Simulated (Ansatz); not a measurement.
# WSe2: a listed cell, distorted in several ways

How do energy, forces, pressure and gap of WSe2 change under moves of single atoms, random distortions, further strains and shifts, other functionals? Each case is one self-consistent run.

Computed with Ansatz 0.2.0 (DFT PBE, scalar-relativistic, plane waves, PAW, unless a step's input says otherwise).

## (1) The structure to begin with

Symmetry: P-3m1, No. 164, trigonal system. Conventional cell: a = 3.318 Å, b = 3.318 Å, c = 24.069 Å, α = 90.00°, β = 90.00°, γ = 120.00°. W (site symmetry 3m) has 6 Se at 2.54 Å as nearest neighbours. Se (site symmetry 3m) is surrounded by 3 W at 2.54 Å.

Coordinates:

```cif
data_structure
_symmetry_space_group_name_H-M 'P-3m1'
_symmetry_Int_Tables_number 164
_cell_length_a 3.3179
_cell_length_b 3.3179
_cell_length_c 24.0685
_cell_angle_alpha 90.000
_cell_angle_beta 90.000
_cell_angle_gamma 120.000
_cell_volume 229.45
loop_
_atom_site_label
_atom_site_type_symbol
_atom_site_symmetry_multiplicity
_atom_site_Wyckoff_symbol
_atom_site_fract_x
_atom_site_fract_y
_atom_site_fract_z
_atom_site_occupancy
W1 W 2 d 0.66667 0.33333 0.14154 1
Se1 Se 2 d 0.33333 0.66667 0.21059 1
Se2 Se 2 d 0.66667 0.33333 0.92756 1
```

The structure comes from the Materials Project (structure only).

## (2) Reference: the cell as listed

input.yaml reads:

```yaml
crystal:
  lattice:
    - [3.317853269, 0.0, 0.0]
    - [-1.6589266345, 2.873345217, 0.0]
    - [0.0, 0.0, 24.06851927]
  atoms:
    - { symbol: W, position: [0.66666667, 0.33333333, 0.14153752] }
    - { symbol: W, position: [0.33333333, 0.66666667, 0.85846248] }
    - { symbol: Se, position: [0.33333333, 0.66666667, 0.21059449] }
    - { symbol: Se, position: [0.66666667, 0.33333333, 0.9275621] }
    - { symbol: Se, position: [0.33333333, 0.66666667, 0.0724379] }
    - { symbol: Se, position: [0.66666667, 0.33333333, 0.78940551] }
basis:
  ecutwfc: 420
kpoints:
  mp_grid: { grid: [9, 9, 2] }
hamiltonian:
  xc: pbe
scf:
  occupations: { method: gaussian, width: 0.02 }
output:
  forces: true
  stress: true
  eigenvalues: true
  populations: true
```

## (3) Random moves and strain, cell strained

input.yaml reads:

```yaml
crystal:
  lattice:
    - [3.3367318541, 0.0663570654, 0.0182813715]
    - [-1.6108990227, 2.8879216818, -0.0073017448]
    - [0.1326175412, 0.0154038523, 24.4673346343]
  atoms:
    - { symbol: W, position: [0.7462854926, 0.3973527901, 0.1380649341] }
    - { symbol: W, position: [0.2985090827, 0.5859628241, 0.8641076133] }
    - { symbol: Se, position: [0.3913172743, 0.6882060207, 0.2133736389] }
    - { symbol: Se, position: [0.6414821353, 0.2827894588, 0.9303001164] }
    - { symbol: Se, position: [0.2674078348, 0.7193265417, 0.0747222117] }
    - { symbol: Se, position: [0.6549999204, 0.3263658447, 0.7794314855] }
basis:
  ecutwfc: 420
kpoints:
  mp_grid: { grid: [9, 9, 2] }
hamiltonian:
  xc: pbe
scf:
  occupations: { method: gaussian, width: 0.02 }
output:
  forces: true
  stress: true
  eigenvalues: true
  populations: true
```

## (4) A single atom displaced

input.yaml reads:

```yaml
crystal:
  lattice:
    - [3.317853269, 0.0, 0.0]
    - [-1.6589266345, 2.873345217, 0.0]
    - [0.0, 0.0, 24.06851927]
  atoms:
    - { symbol: W, position: [0.6565236012, 0.3379307621, 0.1410347886] }
    - { symbol: W, position: [0.3333333333, 0.6666666667, 0.85846248] }
    - { symbol: Se, position: [0.3333333333, 0.6666666667, 0.21059449] }
    - { symbol: Se, position: [0.6666666667, 0.3333333333, 0.9275621] }
    - { symbol: Se, position: [0.3333333333, 0.6666666667, 0.0724379] }
    - { symbol: Se, position: [0.6666666667, 0.3333333333, 0.78940551] }
basis:
  ecutwfc: 420
kpoints:
  mp_grid: { grid: [9, 9, 2] }
hamiltonian:
  xc: pbe
scf:
  occupations: { method: gaussian, width: 0.02 }
output:
  forces: true
  stress: true
  eigenvalues: true
  populations: true
```

## (5) Another functional, on a distorted cell: r2SCAN

input.yaml reads:

```yaml
crystal:
  lattice:
    - [3.4411446965, 0.0, 0.0]
    - [-1.7205723482, 2.9801187253, 0.0]
    - [0.0, 0.0, 24.601877657]
  atoms:
    - { symbol: W, position: [0.6666666667, 0.3333333333, 0.1402372236] }
    - { symbol: W, position: [0.3333333333, 0.6666666667, 0.8597627764] }
    - { symbol: Se, position: [0.3333333333, 0.6666666667, 0.2100785945] }
    - { symbol: Se, position: [0.6666666667, 0.3333333333, 0.9259177369] }
    - { symbol: Se, position: [0.3333333333, 0.6666666667, 0.0740822631] }
    - { symbol: Se, position: [0.6666666667, 0.3333333333, 0.7899214055] }
basis:
  ecutwfc: 500
kpoints:
  mp_grid: { grid: [9, 9, 2] }
hamiltonian:
  xc: r2scan
scf:
  occupations: { method: gaussian, width: 0.02 }
output:
  forces: true
  stress: true
  eigenvalues: true
```

## (6) A change within a subgroup

input.yaml reads:

```yaml
crystal:
  lattice:
    - [3.478669617, 0.0331785327, -0.0079628478]
    - [-1.7106013563, 2.9844474121, 0.0114521215]
    - [-0.0577644462, 0.0625781501, 24.9756617613]
  atoms:
    - { symbol: W, position: [0.6666086712, 0.328722178, 0.1416006575] }
    - { symbol: W, position: [0.3333913288, 0.671277822, 0.8583993425] }
    - { symbol: Se, position: [0.3455481915, 0.6652000982, 0.2115289648] }
    - { symbol: Se, position: [0.6664120071, 0.3360219357, 0.9276903168] }
    - { symbol: Se, position: [0.3335879929, 0.6639780643, 0.0723096832] }
    - { symbol: Se, position: [0.6544518085, 0.3347999018, 0.7884710352] }
basis:
  ecutwfc: 420
kpoints:
  mp_grid: { grid: [9, 9, 2] }
hamiltonian:
  xc: pbe
scf:
  occupations: { method: gaussian, width: 0.02 }
output:
  forces: true
  stress: true
  eigenvalues: true
```

## (7) Random moves and strain, cell strained

input.yaml reads:

```yaml
crystal:
  lattice:
    - [3.4384240568, -0.001061713, -0.0165892663]
    - [-1.7201314989, 2.9876892776, -0.0010724722]
    - [-0.1203425964, -0.0784633728, 24.8088669227]
  atoms:
    - { symbol: W, position: [0.6363979667, 0.3673389932, 0.1328153382] }
    - { symbol: W, position: [0.3520016047, 0.6482804318, 0.8599553014] }
    - { symbol: Se, position: [0.3212828599, 0.6333187767, 0.2153197495] }
    - { symbol: Se, position: [0.6853445764, 0.3525931145, 0.9292697248] }
    - { symbol: Se, position: [0.3425259758, 0.6543152096, 0.0698806176] }
    - { symbol: Se, position: [0.6624452764, 0.3441499939, 0.7927596839] }
basis:
  ecutwfc: 420
kpoints:
  mp_grid: { grid: [9, 9, 2] }
hamiltonian:
  xc: pbe
scf:
  occupations: { method: gaussian, width: 0.02 }
output:
  forces: true
  stress: true
  eigenvalues: true
  populations: true
```

What does the calculation give? Wanted: for each run, case; energy; pressure; largest force.

The runs gave:

| step | case | energy (meV/atom) | pressure (GPa) | largest force (eV/Å) | gap on the mesh (eV) |
| --- | --- | --- | --- | --- | --- |
|  | listed cell | 0 | 0.9 | 0.29 | 1.48 |
| 3 | random moves and strain, cell strained | +427.5 | -1.2 | 8.08 | 0.53 |
| 4 | a single atom displaced | +3.3 | 1.0 | 0.89 | 1.46 |
| 5 | another functional, on a distorted cell: r2SCAN | n/a | -4.8 | 1.42 | 1.04 |
| 6 | a change within a subgroup | +116.4 | -6.5 | 1.67 | 1.23 |
| 7 | random moves and strain, cell strained | +291.3 | -4.3 | 5.64 | 0.65 |

Energies are counted from the listed cell, with the smearing taken to zero. Other atoms or functionals have another zero of energy (n/a). 

In words: At the listed geometry the pressure is 0.9 GPa and the largest force 0.29 eV/Å: not this functional's equilibrium. No comparable point lies below the listed cell. The costliest is step 3, at 428 meV/atom. Among the distorted cells of the listed formula and level the largest force, 8.08 eV/Å, acts on W1 in step 3. The pressure is 1.0 GPa in the smallest cell and -6.5 GPa in the largest; between them shape and moved atoms count too. Among the distorted cells of the listed formula and level the gap runs from 0.53 eV to 1.46 eV. Spin-orbit coupling is left out, which matters for the bands of W.

The gaps are Kohn-Sham values of a semilocal functional, not quasiparticle or optical gaps. Such gaps usually fall short of the measured ones.
